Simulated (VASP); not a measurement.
Crystal: AlP.

```
P Al
1.0
     0.00000    2.72550    2.72550
     2.72550    0.00000    2.72550
     2.72550    2.72550    0.00000
P Al
1 1
Direct
  0.75000 0.75000 0.75000
  0.00000 0.00000 0.00000
```

Base run:

- Program: VASP 6.6.1
- Functional: PBE-EpsX
- Potentials or basis: VASP PAW PBE potentials, release 64 (P, Al)
- Cutoff: 520 eV
- k mesh: 6 × 6 × 6
- Occupations: gaussian, width 0.02 eV
- Spin: no spin polarisation

Its results: band gap on the k mesh 2.22 eV, indirect (least direct gap 4.11 eV); pressure 1.8 GPa.

Question: The run is repeated on the same cell with these changes: functional from PBE-EpsX to PBE0. What comes out?

Answer: Band gap on the k mesh 2.94 eV, indirect (least direct gap 4.96 eV); pressure 0.9 GPa.

Caveats: the PAW data sets were made with another functional, which shifts forces and pressure a little.
